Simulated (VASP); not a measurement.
Set up this calculation in VASP 6.6.1, as the native input.

```
Task                   : single point
Functional             : LDA
Potentials or basis    : VASP PAW LDA potentials, release 64 (Li_sv)
Cutoff                 : 520 eV
k mesh                 : 21 × 21 × 21
Occupations            : fermi-dirac, width 0.1 eV
Spin                   : no spin polarisation
Dipole correction      : no
Further INCAR settings : ALGO = Normal; EDIFF = 1e-07; NBANDS = 8
```

The structure of Li lies in POSCAR:

```
Li
1.0
    0.0000000000      2.1175319377      2.1175319377
    2.1175319377      0.0000000000      2.1175319377
    2.1175319377      2.1175319377      0.0000000000
Li
1
Direct
    0.0000000000      0.0000000000      0.0000000000
```

This isn't the form of Li at room conditions, which is bcc.

One way to write it, as run:

INCAR

```
SYSTEM = Li
ALGO = Normal
EDIFF = 1E-7
ENCUT = 520
GGA = CA
ISIF = 2
ISMEAR = -1
LASPH = .TRUE.
LCHARG = .FALSE.
LREAL = .FALSE.
LWAVE = .FALSE.
NBANDS = 8
NELM = 100
PREC = Accurate
SIGMA = 0.1
```

KPOINTS

```
k-points
0
G
  21 21 21
  0 0 0
```

Potentials or basis: VASP PAW LDA potentials, release 64 (Li_sv).

The run is started by

```sh
$ cat potpaw_LDA.64/Li_sv/POTCAR > POTCAR
$ mpirun -np 1 vasp_std > vasp.out
```

It gave:

| Quantity | Value |
| --- | --- |
| Band gap on the k mesh | none (metal or under the smearing width) |

Wall time 18 s on 1 thread of AMD EPYC 9R45 96-Core Processor (Zen 5), on a shared host, peak memory 0.11 GiB.
